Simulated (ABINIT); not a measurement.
# Cu (Cmcm) in ABINIT: a series of runs

One crystal, Cu, is run at these levels: PBE; tasks: single point.

All numbers are computed with ABINIT 10.8.3 (patched build); they aren't measurements. Logs are shortened: lines on timing, memory, paths and dates and some standing lists are left out, and cuts for length are marked. The log counts tension as positive stress, the text compression.

## 1. The cell of the first run

The structure is orthorhombic, space group Cmcm (No. 63). Conventional cell: a = 2.437 Å, b = 7.953 Å, c = 2.475 Å, α = 90.00°, β = 90.00°, γ = 90.00°. Cu (site symmetry m2m) has 10 Cu at 2.44 to 2.54 Å as nearest neighbours.

This isn't the form of Cu at room conditions, which is fcc.

## 2. Single point, PBE, 11.99 Å³/atom (uniaxial strain of 0 %)

The input, run.abi:

```
pp_dirpath "./"
pseudos "Cu.GGA_PBE-JTH.xml"

acell 7.8591335051 7.8591335051 4.6780085622
rprim
     0.2929792025    -0.9561188142     0.0000000000
     0.2929792025     0.9561188142     0.0000000000
     0.0000000000     0.0000000000     1.0000000000
ntypat 1
znucl 29
natom 2
typat 1 1
xcart
     2.3025626669    -5.5024463330     3.5085064216
     2.3025626669     5.5024463330     1.1695021405
chkprim 0
chksymtnons 0
tolsym 1.0e-6

ecut 26.0
pawecutdg 48.0
pawxcdev 0

kptopt 1
ngkpt 9 9 9
nshiftk 1
shiftk 0.0 0.0 0.0

ixc 11

nband 23
occopt 3
tsmear 0.05 eV

nstep 100
tolvrs 1.0e-9

iomode 3
prtwf 0
prtden 0
prteig 0
prtebands 0
enunit 1
```

Potentials or basis: JTH PAW PBE v2.0.

Launch:

```console
$ abinit run.abi > log 2>&1
```

run.abo:

```text
.Version 10.8.3 of ABINIT
 Symmetries : space group Cm c m (# 63); Bravais oC (1-face-center ortho.)
================================================================================
 Values of the parameters that define the memory need of the present run
     intxc =       0    ionmov =       0      iscf =      17    lmnmax =      18
     lnmax =       6     mgfft =      40  mpssoang =       3    mqgrid =    3001
     natom =       2  nloc_mem =       2    nspden =       1   nspinor =       1
    nsppol =       1      nsym =       8    n1xccc =       1    ntypat =       1
    occopt =       3   xclevel =       2
       mpw =        1039          nfft =       38400          nkpt =         125
 PAW method is used; the additional fine FFT grid is defined by:
   mgfftf=        50    nfftf =     75000
================================================================================
================================================================================

--------------------------------------------------------------------------------
------------- Echo of variables that govern the present computation ------------
--------------------------------------------------------------------------------
 -outvars: echo values of preprocessed input variables --------
            acell      7.8591335051E+00  7.8591335051E+00  4.6780085622E+00 Bohr
              amu      6.35460000E+01
          chkprim           0
      chksymtnons           0
             ecut      2.60000000E+01 Hartree
           enunit           1
                       outvar_i_n : Printing only first  50 k-points.
              ixc          11
                       outvar_i_n : Printing only first  50 k-points.
         kptrlatt        9    0    0      0    9    0      0    0    9
          kptrlen      4.14461280E+01
            natom           2
            nband          23
            ngfft          40      40      24
          ngfftdg          50      50      30
             nkpt         125
            nstep         100
             nsym           8
           ntypat           1
                       prtocc : prtvol=0, do not print more k-points.
           occopt           3
        pawecutdg      4.80000000E+01 Hartree
         pawxcdev           0
           prtden           0
        prtebands           0
           prteig           0
            prtwf           0
            rprim      2.9297920250E-01 -9.5611881420E-01  0.0000000000E+00
                       2.9297920250E-01  9.5611881420E-01  0.0000000000E+00
                       0.0000000000E+00  0.0000000000E+00  1.0000000000E+00
          spgroup          63
           tolsym      1.00000000E-06
           tolvrs      1.00000000E-09
           tsmear      1.83746611E-03 Hartree
            typat      1  1
           useylm           1
                       outvars : Printing only first  50 k-points.
           xangst      1.2184636892E+00 -2.9117692017E+00  1.8566216414E+00
                       1.2184636892E+00  2.9117692017E+00  6.1887388044E-01
            xcart      2.3025626669E+00 -5.5024463330E+00  3.5085064216E+00
                       2.3025626669E+00  5.5024463330E+00  1.1695021405E+00
[... 131 lines left out ...]
    2       0.006777605037     -0.006777605037      0.000000000000

 cartesian coordinates (angstrom) at end:
    1      1.21846368917290    -2.91176920166500     1.85662164135800
    2      1.21846368917290     2.91176920166500     0.61887388043503

 cartesian forces (hartree/bohr) at end:
    1      0.00000000000000    -0.00090196508495     0.00000000000000
    2     -0.00000000000000     0.00090196508495    -0.00000000000000
 frms,max,avg= 5.2074978E-04 9.0196508E-04   0.000E+00  0.000E+00  0.000E+00 h/b

 cartesian forces (eV/Angstrom) at end:
    1      0.00000000000000    -0.04638090949123     0.00000000000000
    2     -0.00000000000000     0.04638090949123    -0.00000000000000
 frms,max,avg= 2.6778031E-02 4.6380909E-02   0.000E+00  0.000E+00  0.000E+00 e/A
 length scales=  7.859133505100  7.859133505100  4.678008562200 bohr
              =  4.158874345522  4.158874345522  2.475495521846 angstroms
 Fermi (or HOMO) energy (eV) =   6.90966   Average Vxc (eV)= -11.89210
 Eigenvalues (   eV  ) for nkpt= 125  k points:
 kpt#   1, nband= 23, wtk=  0.00137, kpt=  0.0000  0.0000  0.0000 (reduced coord)
-105.69566 -105.67732  -63.13562  -63.04012  -63.01280  -63.00314  -62.99005  -62.97659
  -2.36546    1.96442    2.74094    3.22259    3.92481    4.18692    4.61716    4.92747
   5.12626    5.26644    5.51414    6.80404   11.72914   21.67413   25.32749
 prteigrs : prtvol=0 or 1, do not print more k-points.

--- !EnergyTerms
iteration_state     : {dtset: 1, }
comment             : Components of total free energy in Hartree
kinetic             :  2.19631735493333E+01
hartree             :  8.51973634329341E+01
xc                  : -5.48969897190675E+00
Ewald energy        : -2.39058825194081E+02
psp_core            :  1.74703917244621E+01
local_psp           : -2.11491727196205E+02
PAW spherical_terms : -6.45069799817292E+01
internal            : -3.95916302637193E+02
'-kT*entropy'       : -1.69374170118726E-04
total_energy        : -3.95916472011363E+02
total_energy_eV     : -1.07734360410473E+04
...

--- !EnergyTermsDC
iteration_state     : {dtset: 1, }
comment             : '"Double-counting" decomposition of free energy'
band_energy         : -4.01918253594364E+01
Ewald energy        : -2.39058825194081E+02
psp_core            :  1.74703917244621E+01
xc_dc               : -8.36011101852082E+01
PAW spherical_terms : -5.05349230567788E+01
internal            : -3.95916292071043E+02
'-kT*entropy'       : -1.69374170118726E-04
total_energy_dc     : -3.95916461445213E+02
total_energy_dc_eV  : -1.07734357535277E+04
...

--- !EnergyTermsWithPAWCore
iteration_state     : {dtset: 1, }
comment             : 'Components of total free energy, including PAW core contributions'
Total energy        : -3.30996285629056E+03
Total energy DC     : -3.30996284572441E+03
Total energy (eV)   : -9.00686777423730E+04
Total energy DC (eV): -9.00686774548534E+04
...

 Cartesian components of stress tensor (hartree/bohr^3)
  sigma(1 1)= -2.35873854E-04  sigma(3 2)=  0.00000000E+00
  sigma(2 2)= -1.93644765E-04  sigma(3 1)=  0.00000000E+00
  sigma(3 3)= -2.41356283E-04  sigma(2 1)=  0.00000000E+00

-Cartesian components of stress tensor (GPa)         [Pressure=  6.5793E+00 GPa]
- sigma(1 1)= -6.93964836E+00  sigma(3 2)=  0.00000000E+00
- sigma(2 2)= -5.69722569E+00  sigma(3 1)=  0.00000000E+00
- sigma(3 3)= -7.10094701E+00  sigma(2 1)=  0.00000000E+00

== END DATASET(S) ==============================================================
================================================================================

 -outvars: echo values of variables after computation  --------
            acell      7.8591335051E+00  7.8591335051E+00  4.6780085622E+00 Bohr
           etotal     -3.9591646145E+02
            fcart      9.5128649085E-21 -9.0196508495E-04  6.4754603070E-29
                      -9.5128649085E-21  9.0196508495E-04 -6.4754603070E-29
            rprim      2.9297920250E-01 -9.5611881420E-01  0.0000000000E+00
                       2.9297920250E-01  9.5611881420E-01  0.0000000000E+00
                       0.0000000000E+00  0.0000000000E+00  1.0000000000E+00
           strten     -2.3587385354E-04 -1.9364476531E-04 -2.4135628327E-04
                       0.0000000000E+00  0.0000000000E+00  0.0000000000E+00
           xangst      1.2184636892E+00 -2.9117692017E+00  1.8566216414E+00
                       1.2184636892E+00  2.9117692017E+00  6.1887388044E-01
             xred      8.6613335006E-01  1.3386665004E-01  7.4999999999E-01
                       1.3386665004E-01  8.6613335006E-01  2.4999999999E-01
 Calculation completed.
```

Wall time 4.1 min (1 thread of Intel Xeon Platinum 8259CL at 2.50GHz (Skylake/Cascade Lake), shared host); peak memory 0.19 GiB.

What came out:

```yaml
Free_energy: -10773.4358 eV
Pressure: 6.6 GPa
Largest_force: 0.046 eV/Å
Band_gap_on_the_k_mesh: none (metal or under the smearing width)
Valence_electrons_inside_the_program's_atomic_spheres: Cu 17.39 (radii [1.0588] Å)
```

## 3. Single point, PBE, 11.51 Å³/atom (uniaxial strain of -4 %)

run.abi, as its differences from that of step 2:

```diff
@@ -3,3 +3,3 @@
 
-acell 7.8591335051 7.8591335051 4.6780085622
+acell 7.8591335051 7.8591335051 4.4908882197
 rprim
@@ -13,4 +13,4 @@
 xcart
-     2.3025626669    -5.5024463330     3.5085064216
-     2.3025626669     5.5024463330     1.1695021405
+     2.3025626669    -5.5024463330     3.3681661648
+     2.3025626669     5.5024463330     1.1227220549
 chkprim 0
```

Potentials or basis: JTH PAW PBE v2.0.

Launch:

```console
$ abinit run.abi > log 2>&1
```

Wall time 4.9 min (1 thread of Intel Xeon Platinum 8259CL at 2.50GHz (Skylake/Cascade Lake), shared host); peak memory 0.18 GiB.

The run converged. Its results:

- Free energy: -10773.3484 eV
- Pressure: 14.4 GPa
- Largest force: 0.088 eV/Å
- Band gap on the k mesh: none (metal or under the smearing width)
- Valence electrons inside the program's atomic spheres: Cu 17.41 (radii [1.0588] Å)
